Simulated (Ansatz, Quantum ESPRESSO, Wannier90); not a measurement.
# Ballistic channels from Wannier functions: straight Nb chain, spacing 2.54 Å, part 5 of 5

Wanted: localised orbitals and the quantum conductance of this wire: straight Nb chain, spacing 2.54 Å.

Quantum ESPRESSO 7.5 and Wannier90 3.1.0; plane-wave DFT, PBEsol, GBRV ultrasoft pseudopotentials; cross-check by Ansatz 0.2.0 with PAW datasets.

So far. Step 6 (Wannier functions and transport): Bands and channels are those of the Wannier model: bands that were not projected, and all outside the frozen window, are missing or only approximate. Step 6 (Wannier functions and transport): At least 1 of the functions sits far from every atom, off the bonds: the outer window has let in states of the vacuum, so the basis is not the atomic one that was projected.

## 12. Wannier functions and transport, with dis_win_max − E_F = -1.0

Level of this step: maximally localised Wannier functions and ballistic conductance; plane-wave DFT, PBEsol, GBRV ultrasoft pseudopotentials (Wannier90).

Another try, with an input changed as a hurried user might.

wan_bad.win reads:

```
num_wann = 9
num_bands = 21
num_iter = 200
num_print_cycles = 20
conv_tol = 1e-8
conv_window = 5
guiding_centres = true
dis_num_iter = 1500
dis_conv_tol = 1e-8
dis_win_min = -12.6604
dis_win_max = -2.6604
dis_froz_max = -0.1604
search_shells = 120
fermi_energy = -1.6604

transport = true
transport_mode = bulk
one_dim_axis = z
dist_cutoff = 17.67
dist_cutoff_mode = one_dim
tran_win_min = -4.0
tran_win_max = 2.0
tran_energy_step = 0.02

bands_plot = true
bands_num_points = 96
begin kpoint_path
G 0.0 0.0 0.0 Z 0.0 0.0 0.5
end kpoint_path

begin projections
Nb:s;p;d
end projections

begin unit_cell_cart
ang
  8.0000000000 0.0000000000 0.0000000000
  0.0000000000 8.0000000000 0.0000000000
  0.0000000000 0.0000000000 2.5380000000
end unit_cell_cart

begin atoms_frac
  Nb 0.0000000000 0.0000000000 0.0000000000
end atoms_frac

mp_grid = 1 1 14
begin kpoints
  0.0 0.0 0.0000000000
  0.0 0.0 0.0714285714
  0.0 0.0 0.1428571429
  0.0 0.0 0.2142857143
  0.0 0.0 0.2857142857
  0.0 0.0 0.3571428571
  0.0 0.0 0.4285714286
  0.0 0.0 0.5000000000
  0.0 0.0 0.5714285714
  0.0 0.0 0.6428571429
  0.0 0.0 0.7142857143
  0.0 0.0 0.7857142857
  0.0 0.0 0.8571428571
  0.0 0.0 0.9285714286
end kpoints
```

Started as:

```
$ OMP_NUM_THREADS=1 wannier90.x wan_bad > wan_bad.run.log
```

Numbers of over 12 decimals in the logs are rounded to 6 here.

The log of the run:

```text
[banner, memory and clock lines left out]
+---------------------------------------------------+
             |                                                   |
             |                   WANNIER90                       |
             |                                                   |
             +---------------------------------------------------+
             |                                                   |
             |        Welcome to the Maximally-Localized         |
             |        Generalized Wannier Functions code         |
[...]
|  Wannier90 Developer Group:                       |
             |    Giovanni Pizzi    (EPFL)                       |
             |    Valerio Vitale    (Cambridge)                  |
             |    David Vanderbilt  (Rutgers University)         |
             |    Nicola Marzari    (EPFL)                       |
             |    Ivo Souza         (Universidad del Pais Vasco) |
             |    Arash A. Mostofi  (Imperial College London)    |
             |    Jonathan R. Yates (University of Oxford)       |
[...]
|  For the full list of Wannier90 3.x authors,      |
             |  please check the code documentation and the      |
             |  README on the GitHub page of the code            |
[...]
|  [ref] "Wannier90 as a community code:            |
             |        new features and applications",            |
             |        165902 (2020).                             |
[...]
|  in any publications arising from the use of      |
[...]
|  [ref] "Maximally Localized Generalised Wannier   |
             |         Functions for Composite Energy Bands"     |
             |         N. Marzari and D. Vanderbilt              |
             |         Phys. Rev. B 56 12847 (1997)              |
[...]
|  [ref] "Maximally Localized Wannier Functions     |
             |         for Entangled Energy Bands"               |
             |         I. Souza, N. Marzari and D. Vanderbilt    |
             |         Phys. Rev. B 65 035109 (2001)             |
[...]
| Copyright (c) 1996-2020                           |
             |        The Wannier90 Developer Group and          |
             |        individual contributors                    |
[...]
|      Release: 3.1.0        5th March    2020      |
[...]
| This program is free software; you can            |
             | redistribute it and/or modify it under the terms  |
             | of the GNU General Public License as published by |
             | the Free Software Foundation; either version 2 of |
[...]
|                        Shell   # Nearest-Neighbours                        |
 |                        -----   --------------------                        |
 |                          1               2                                 |
 |                          5               4                                 |
[...]
| Completeness relation is fully satisfied [Eq. (B1), PRB 56, 12847 (1997)]  |
[...]
|                  b_k Vectors (Ang^-1) and Weights (Ang^2)                  |
 |                  ----------------------------------------                  |
 |            No.         b_k(x)      b_k(y)      b_k(z)        w_b           |
 |            ---        --------------------------------     --------        |
 |             1         0.000000    0.000000    0.176832    15.990041        |
 |             2         0.000000    0.000000   -0.176832    15.990041        |
 |             3         0.785398    0.000000    0.000000     0.810569        |
 |             4         0.000000    0.785398    0.000000     0.810569        |
 |             5         0.000000   -0.785398    0.000000     0.810569        |
 |             6        -0.785398    0.000000    0.000000     0.810569        |
[...]
|                           b_k Directions (Ang^-1)                          |
 |                           -----------------------                          |
 |            No.           x           y           z                         |
 |            ---        --------------------------------                     |
 |             1         0.000000    0.000000    0.176832                     |
 |             2         0.785398    0.000000    0.000000                     |
 |             3         0.000000    0.785398    0.000000                     |
[...]
Time to get kmesh              0.013 (sec)
 *============================================================================*
 |                              MEMORY ESTIMATE                               |
 |         Maximum RAM allocated during each phase of the calculation         |
 *============================================================================*
 |                        Disentanglement            0.89 Mb                  |
 |                            Wannierise:            0.36 Mb                  |
 |                          plot_wannier:            0.36 Mb                  |
 *----------------------------------------------------------------------------*

 Starting a new Wannier90 calculation ...

 Reading overlaps from wan_bad.mmn    :  Created on   at 18:38:58

 Reading projections from wan_bad.amn :  Created on   at 18:38:57

 Time to read overlaps          0.021 (sec)

 *------------------------------- DISENTANGLE --------------------------------*
 +----------------------------------------------------------------------------+
 |                              Energy  Windows                               |
 |                              ---------------                               |
 |                   Outer:  -12.66040  to   -2.66040  (eV)                   |
 |                   Inner:  -12.66040  to   -0.16040  (eV)                   |
 +----------------------------------------------------------------------------+
 Error at k-point    1 ndimwin  2 num_wann  9
 Exiting.......
 dis_windows: Energy window contains fewer states than number of target WFs
[the rest left out]
[key lines of the parts left out:]
|  Fermi energy (eV)                         :            -1.660             |
```

The job ended after 0.68 s (1 MPI rank of Intel Xeon 6975P-C (Granite Rapids), shared host; peak memory 0.09 GiB).

The input was rejected at the start.

The fault put into the input: an outer window with too few states (dis_win_max − E_F = -1.0).

The outer window must hold at least num_wann states at every k: widen it, with enough bands computed to fill it.

## 13. Cross-check with Ansatz

A second code with its own PAW datasets, on the same atoms.

Level of this step: plane-wave DFT, PBEsol, Ansatz PAW (Ansatz 0.2.0).

System of this step: straight Nb chain, spacing 2.54 Å, 2 periods. The cell holds 2 atoms: 2 Nb. Cell: a = 8.000 Å, b = 8.000 Å, c = 5.076 Å, α = 90.0°, β = 90.0°, γ = 90.0°. Vacuum lies along a and b. The structure's axis is c.

input.yaml reads:

```yaml
crystal:
  lattice:
    - [8.0, 0.0, 0.0]
    - [0.0, 8.0, 0.0]
    - [0.0, 0.0, 5.076]
  atoms:
    - { symbol: Nb, position: [0.0, 0.0, 0.0] }
    - { symbol: Nb, position: [0.0, 0.0, 0.5] }
kpoints:
  mp_grid: { grid: [1, 1, 14] }
hamiltonian:
  xc: pbesol
scf:
  occupations: { method: fermi_dirac, width: 0.05 }
  convergence: { dr2_threshold: 1.0e-08 }
output:
  transmission:
    leads: [[0, 0]]
    e_range: [-4.0, 2.0]
    de: 0.05
    kmesh: [1, 1]
    reduced_basis: true
```

Started as:

```
$ ansatz run input.yaml --threads 2 --pin off --max-ram 4096MiB --backend cpu --events-out ev --progress --plain --runs-dir out
```

The log of the run:

```text
Engine: ansatz 0.2.0, x86_64-unknown-linux-gnu
Pseudopotentials: kind: paw
Pseudopotential: Nb, paw, valence charge 13, recommended cutoff 420 eV (normal), Nb.paw.azcp
Functional definition: PBEsol
  exchange = pbesol_x
  correlation = pbesol_c
Crystal: 2 atoms, lattice volume = 324.864 Å³
Basis set: ecut = 420 eV, 6329 PW (Γ)
Bands: 17, of which v1, the nominal top of the filled ones, is band 13 counted from 1 (12 counted from 0)
Symmetry: 32 space group operations
Space group: P4/mmm (ITA 123), of the structure as read, at distance tolerance 6.9e-5 Å
k-points: 8 of 14
Non-local potential: Nb, projectors of the file, l = 0: 3, l = 1: 2, l = 2: 2, l = 3: 1
PAW form: soft (Blöchl's): semilocal exchange-correlation on the pseudo side does not see the compensation charge
PAW frozen core: Nb, regenerated for the run's functional, and the local potential with it (the file was generated under x = pbe(κ = 0.804, μ = 0.219515), c = pbe(β = 0.066725))
PAW one-centre angular grid: Nb, 590 points (default); XC on 64 Gauss nodes
Initial density: superposition of atomic densities (neutral atoms: chi_scale 0, normalization atom), corrected by the library's trained network
Initial wavefunctions: pseudopotential atomic-orbital guess
Functional: x = pbesol(κ = 0.804, μ = 0.123457), c = pbesol(β = 0.046)
SCF iter   1: F=—  HF=-8980.773074 eV  |F-HF|=—  |Δ(HF+E_count)|=         —  Δρ=5.63e-3  dr2=2.01e-1  ethr=1.77e-3  ⟨swp⟩=5.5  Hψ=616  notcnv=0
preconditioner: auto → LDOS  [metal: Δε(μ)=0.024 eV  Ē_g=1.808 eV  σ=0.050 eV  W_gap=0.12  n_scr=38 (ndim 8)  ℏωp=6.5 eV  f_vac=0.628  D(μ)=7.78/eV (n_scr^D=46)  β→1.0]
SCF iter   2: F=—  HF=-8980.728319 eV  |F-HF|=—  |Δ(HF+E_count)|=   4.48e-2  Δρ=4.07e-3  dr2=4.68e-2  ethr=7.71e-4  ⟨swp⟩=6.5  Hψ=1117  notcnv=0
automatic band count: the SCF goes on with 21 bands, as 17 were too few: the levels above may hold too much charge
SCF iter   3: F=—  HF=-8980.720858 eV  |F-HF|=—  |Δ(HF+E_count)|=   7.46e-3  Δρ=1.18e-3  dr2=1.23e-2  ethr=1.80e-4  ⟨swp⟩=3.0  Hψ=395  notcnv=0  defer=5
SCF iter   4: F=—  HF=-8980.718573 eV  |F-HF|=—  |Δ(HF+E_count)|=   2.28e-3  Δρ=3.14e-4  dr2=1.50e-3  ethr=4.72e-5  ⟨swp⟩=2.4  Hψ=216  notcnv=0  defer=5
SCF iter   5: F=—  HF=-8980.718420 eV  |F-HF|=—  |Δ(HF+E_count)|=   1.52e-4  Δρ=8.62e-5  dr2=4.38e-5  ethr=5.78e-6  ⟨swp⟩=2.0  Hψ=211  notcnv=0  defer=5
SCF iter   6: F=—  HF=-8980.718430 eV  |F-HF|=—  |Δ(HF+E_count)|=   9.10e-6  Δρ=3.62e-5  dr2=3.95e-6  ethr=1.68e-7  ⟨swp⟩=2.0  Hψ=207  notcnv=0  defer=5
SCF iter   7: F=—  HF=-8980.718521 eV  |F-HF|=—  |Δ(HF+E_count)|=   9.10e-5  Δρ=4.02e-6  dr2=3.34e-8  ethr=1.52e-8  ⟨swp⟩=2.0  Hψ=209  notcnv=0  defer=4
SCF iter   8: F=-8980.718521 eV  HF=-8980.718521 eV  |F-HF|=1.40e-10  |Δ(HF+E_count)|=   7.03e-8  Δρ=7.14e-7  dr2=1.23e-9  ethr=3.85e-11  ⟨swp⟩=6.6  Hψ=539  notcnv=0
SCF 1 converged in 8 iterations: F = -8980.718521 eV  dr2 = 1.23e-9
  greatest PAW one-centre occupation: 0.997 electrons in one spin orbital (limit 2), on the Nb atom at site 1 (counted from 0), in its partial waves of l = 0
transmission: 7 of 42 steps passed
transmission: 14 of 42 steps passed
[...]
transmission: 42 of 42 steps passed
SCF converged after 8 iterations
Free energy (F): -8980.718521 eV
Harris-Foulkes:  -8980.718521 eV  (|F-HF|=1.40e-10)
Internal energy: -8980.653083 eV  (E = F + TS)
E sigma→0 (E₀):  -8980.685802 eV
Entropy (-TS):   -0.065437 eV (-32.719 meV/atom)
Fermi energy:    -1.641606 eV
--- Per-component energies (eV) ---
  E_band       = -644.755371
  E_kinetic    = 778.957167
  E_local      = -5160.719272  (includes V_loc(G=0)·N_el)
  E_nonlocal   = 252.230483
  E_hartree    = 2057.138132
  E_xc         = -337.066263
  E_vxc        = -409.267504  (∫ρ·V_xc dr)
  E_paw        = -6037.689147  (= ΣΔE_a)
  E_vpaw       = -220.231254  (= ΣTr[D̂ρ^β])
  E_aug_tail   = 0.000012  (compensation charges beyond the density's cutoff)
  E_ewald      = -533.881614
  E_core_change = 0.377418  (= ΣΔE_core)
  E_smearing   = -0.065437  (= −TS)
  E_closure    = 0.000000  (closes the sum)
  Σ components = -8980.718521   (vs F -8980.718521, Δ=0.00e0)
--- Band table (eV; the first three rows and the last of 8) ---
  k-point 0: bands = [... 9 lower, -3.5036, -3.5036, -2.7533, -1.8934, -1.8656, -0.2530, -0.2494, 0.2785, ... 4 higher]
  k-point 1: bands = [... 9 lower, -3.4641, -3.4641, -2.7258, -1.8766, -1.8491, -0.2788, -0.2748, 0.2412, ... 4 higher]
  k-point 2: bands = [... 9 lower, -3.3464, -3.3464, -2.6427, -1.8265, -1.7998, -0.3538, -0.3489, 0.1184, ... 4 higher]
  k-point 7: bands = [... 9 lower, -1.7500, -1.7500, -1.7500, -1.6689, -1.6689, -1.1609, -1.1609, -1.1446, ... 4 higher]
--- Transmission ---
  basis      : 561 plane waves across, 7 finite elements along
  points     : 1, standing for a mesh of 1 x 1
  energies   : 121 from -4.000000 to 2.000000 eV about the Fermi level, 0.050000 eV apart; the leads are filled to 0.000000 eV, and channels, transmission and decay are at 0.000000 eV
  crystal 0  : Nb2, at the sites [0, 0], period 5.0760 Å: whole cells are its period
    offset         : up to 0.0000 Å between an atom of the period and one for which it stands
    channels       : 6.000000e0 a spin
    conductance    : none, the energies end too early or step too widely for 300 K: set another output.transmission.e_range or a lower de, or, where they end at an eighth of basis.ecutwfc, a higher one
```

Elapsed: 21 s, on 2 threads; peak memory 0.59 GiB.

Numbers from this step:

* free energy: -8980.7185 eV
* energy at zero smearing: -8980.6858 eV
* smearing term TS: 0.06544 eV
* Fermi energy: -1.642 eV
* symmetry operations: 32
* lead channels at the Fermi level, one spin: 6

Per spin. The open channels by energy, zero at the Fermi level:

energy (eV), open channels and a bar:
```
   -3.000       0.00 
   -2.800       1.00 #####
   -2.600       1.00 #####
   -2.400       1.00 #####
   -2.200       1.00 #####
   -2.000       1.00 #####
   -1.800       3.00 ###############
   -1.600       3.00 ###############
   -1.400       3.00 ###############
   -1.200       3.00 ###############
   -1.000       4.00 ####################
   -0.800       4.00 ####################
   -0.600       4.00 ####################
   -0.400       4.00 ####################
   -0.200       6.00 ##############################
    0.000       6.00 ##############################
    0.200       6.00 ##############################
    0.400       6.00 ##############################
    0.600       6.00 ##############################
    0.800       6.00 ##############################
    1.000       6.00 ##############################
    1.200       6.00 ##############################
    1.400       4.00 ####################
    1.600       4.00 ####################
    1.800       4.00 ####################
    2.000       2.00 ##########
```

## 14. Worked from the printed numbers

6 channels × 77.48 µS = 465 µS, a two-terminal resistance of 12.906/6 = 2.15 kΩ whatever the wire's length, as long as nothing scatters.

## 15. What came out

- open channels at the Fermi level, per spin: 6
- total spread: 21.9 Å²
- gauge-invariant spread: 17.4 Å²
- largest band misfit in the frozen window: 0.00844 eV
- channels at the Fermi level by Ansatz: 6

In words: The wire offers 6 channels per spin at the Fermi level. Between -4 and 1.5 eV the channel count from Wannier functions equals that from Ansatz's layer matching at 95 % of the energies; outside the frozen window the Wannier bands are not held to the plane-wave ones. A band edge of the lead lies within 0.06 eV of the Fermi level, so the channel count there hangs on small shifts and on temperature. Each plane-wave level in the frozen window has a Wannier level within 0.01 eV; this test doesn't see extra bands that a model may add. At least one function lies in the vacuum, so the spreads don't describe atomic orbitals, though the frozen bands are still reproduced. The wire is perfect, so the conductance only counts bands: each channel, with its partner of the other spin, carries G₀ = 2e²/h. It was run without spin polarisation, which was not tested.

[Logs are printed without paths, hosts, clocks, repeated set-up lines and the standing remarks that a program may print on its own settings, such as how far it seeks lower states.]

[Hosts, paths, dates, database ids (printed as entryN), source tags and the programs' standing remarks are cut or masked in the printed files.]

[Maps of the electrostatic potential energy from Ansatz leave out the sawtooth potential of an applied field or a dipole correction, so their vacuum need not be flat; planar profiles and work functions include it.]
